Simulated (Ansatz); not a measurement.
# Si: the cost of one run

Computed with Ansatz 0.2.0 (DFT PBE, scalar-relativistic, plane waves, PAW, unless a step's input says otherwise).

The COD entry's cell or inner coordinates are ideal or old and differ from later refinements, so a difference from it is no clean test against experiment.

## 1. The system as given

The structure is cubic, space group Fd-3m (No. 227). The conventional cell has a = 5.427 Å, b = 5.427 Å, c = 5.427 Å, α = 90.00°, β = 90.00°, γ = 90.00°. Si (site symmetry -43m) has 4 Si at 2.35 Å as nearest neighbours.

Structure file:

```
CELL_PARAMETERS angstrom
0.00000 8.14068 8.14068
8.14068 0.00000 8.14068
8.14068 8.14068 0.00000
ATOMIC_POSITIONS crystal
Si 0.25000 0.25000 0.25000
Si 0.25000 0.25000 0.58333
Si 0.25000 0.25000 0.91667
Si 0.25000 0.58333 0.25000
Si 0.25000 0.58333 0.58333
Si 0.25000 0.58333 0.91667
Si 0.25000 0.91667 0.25000
Si 0.25000 0.91667 0.58333
Si 0.25000 0.91667 0.91667
Si 0.58333 0.25000 0.25000
Si 0.58333 0.25000 0.58333
Si 0.58333 0.25000 0.91667
Si 0.58333 0.58333 0.25000
Si 0.58333 0.58333 0.58333
Si 0.58333 0.58333 0.91667
Si 0.58333 0.91667 0.25000
Si 0.58333 0.91667 0.58333
Si 0.58333 0.91667 0.91667
Si 0.91667 0.25000 0.25000
Si 0.91667 0.25000 0.58333
Si 0.91667 0.25000 0.91667
Si 0.91667 0.58333 0.25000
Si 0.91667 0.58333 0.58333
Si 0.91667 0.58333 0.91667
Si 0.91667 0.91667 0.25000
Si 0.91667 0.91667 0.58333
Si 0.91667 0.91667 0.91667
Si 0.16667 0.16667 0.16667
Si 0.16667 0.16667 0.50000
Si 0.16667 0.16667 0.83333
Si 0.16667 0.50000 0.16667
Si 0.16667 0.50000 0.50000
Si 0.16667 0.50000 0.83333
Si 0.16667 0.83333 0.16667
Si 0.16667 0.83333 0.50000
Si 0.16667 0.83333 0.83333
Si 0.50000 0.16667 0.16667
Si 0.50000 0.16667 0.50000
Si 0.50000 0.16667 0.83333
Si 0.50000 0.50000 0.16667
Si 0.50000 0.50000 0.50000
Si 0.50000 0.50000 0.83333
Si 0.50000 0.83333 0.16667
Si 0.50000 0.83333 0.50000
Si 0.50000 0.83333 0.83333
Si 0.83333 0.16667 0.16667
Si 0.83333 0.16667 0.50000
Si 0.83333 0.16667 0.83333
Si 0.83333 0.50000 0.16667
Si 0.83333 0.50000 0.50000
Si 0.83333 0.50000 0.83333
Si 0.83333 0.83333 0.16667
Si 0.83333 0.83333 0.50000
Si 0.83333 0.83333 0.83333
```

The runs take a perfect supercell of 54 atoms; the defect goes to fractional position (0.250, 0.250, 0.250).

## 2. The perfect supercell

Contents of input.yaml:

```yaml
crystal:
  lattice:
    - [0.0, 8.14068, 8.14068]
    - [8.14068, 0.0, 8.14068]
    - [8.14068, 8.14068, 0.0]
  atoms:
    - { symbol: Si, position: [0.25, 0.25, 0.25] }
    - { symbol: Si, position: [0.25, 0.25, 0.583333] }
    - { symbol: Si, position: [0.25, 0.25, 0.916667] }
    - { symbol: Si, position: [0.25, 0.583333, 0.25] }
    - { symbol: Si, position: [0.25, 0.583333, 0.583333] }
    - { symbol: Si, position: [0.25, 0.583333, 0.916667] }
    - { symbol: Si, position: [0.25, 0.916667, 0.25] }
    - { symbol: Si, position: [0.25, 0.916667, 0.583333] }
    - { symbol: Si, position: [0.25, 0.916667, 0.916667] }
    - { symbol: Si, position: [0.583333, 0.25, 0.25] }
    - { symbol: Si, position: [0.583333, 0.25, 0.583333] }
    - { symbol: Si, position: [0.583333, 0.25, 0.916667] }
    - { symbol: Si, position: [0.583333, 0.583333, 0.25] }
    - { symbol: Si, position: [0.583333, 0.583333, 0.583333] }
    - { symbol: Si, position: [0.583333, 0.583333, 0.916667] }
    - { symbol: Si, position: [0.583333, 0.916667, 0.25] }
    - { symbol: Si, position: [0.583333, 0.916667, 0.583333] }
    - { symbol: Si, position: [0.583333, 0.916667, 0.916667] }
    - { symbol: Si, position: [0.916667, 0.25, 0.25] }
    - { symbol: Si, position: [0.916667, 0.25, 0.583333] }
    - { symbol: Si, position: [0.916667, 0.25, 0.916667] }
    - { symbol: Si, position: [0.916667, 0.583333, 0.25] }
    - { symbol: Si, position: [0.916667, 0.583333, 0.583333] }
    - { symbol: Si, position: [0.916667, 0.583333, 0.916667] }
    - { symbol: Si, position: [0.916667, 0.916667, 0.25] }
    - { symbol: Si, position: [0.916667, 0.916667, 0.583333] }
    - { symbol: Si, position: [0.916667, 0.916667, 0.916667] }
    - { symbol: Si, position: [0.166667, 0.166667, 0.166667] }
    - { symbol: Si, position: [0.166667, 0.166667, 0.5] }
    - { symbol: Si, position: [0.166667, 0.166667, 0.833333] }
    - { symbol: Si, position: [0.166667, 0.5, 0.166667] }
    - { symbol: Si, position: [0.166667, 0.5, 0.5] }
    - { symbol: Si, position: [0.166667, 0.5, 0.833333] }
    - { symbol: Si, position: [0.166667, 0.833333, 0.166667] }
    - { symbol: Si, position: [0.166667, 0.833333, 0.5] }
    - { symbol: Si, position: [0.166667, 0.833333, 0.833333] }
    - { symbol: Si, position: [0.5, 0.166667, 0.166667] }
    - { symbol: Si, position: [0.5, 0.166667, 0.5] }
    - { symbol: Si, position: [0.5, 0.166667, 0.833333] }
    - { symbol: Si, position: [0.5, 0.5, 0.166667] }
    - { symbol: Si, position: [0.5, 0.5, 0.5] }
    - { symbol: Si, position: [0.5, 0.5, 0.833333] }
    - { symbol: Si, position: [0.5, 0.833333, 0.166667] }
    - { symbol: Si, position: [0.5, 0.833333, 0.5] }
    - { symbol: Si, position: [0.5, 0.833333, 0.833333] }
    - { symbol: Si, position: [0.833333, 0.166667, 0.166667] }
    - { symbol: Si, position: [0.833333, 0.166667, 0.5] }
    - { symbol: Si, position: [0.833333, 0.166667, 0.833333] }
    - { symbol: Si, position: [0.833333, 0.5, 0.166667] }
    - { symbol: Si, position: [0.833333, 0.5, 0.5] }
    - { symbol: Si, position: [0.833333, 0.5, 0.833333] }
    - { symbol: Si, position: [0.833333, 0.833333, 0.166667] }
    - { symbol: Si, position: [0.833333, 0.833333, 0.5] }
    - { symbol: Si, position: [0.833333, 0.833333, 0.833333] }
basis:
  ecutwfc: 420
  fft_grid_basis: typed
kpoints:
  mp_grid: { grid: [1, 1, 1] }
hamiltonian:
  xc: pbe
  pseudopotentials: { kind: paw }
scf:
  occupations: { method: gaussian, width: 0.05 }
output:
  forces: true
  stress: false
  eigenvalues: true
  bader: false
  write_density: true
  volumetric_format: npy
```

Run with:

```console
ansatz run input.yaml --threads 4 --pin off --max-ram 10240MiB --backend cpu --events-out ev --progress --plain --runs-dir out
```

**Question.** How long does this run take on 4 threads of Arm Neoverse N1, shared host, and how much memory does it need?

About 5.9 s, with a peak of 0.94 GiB.
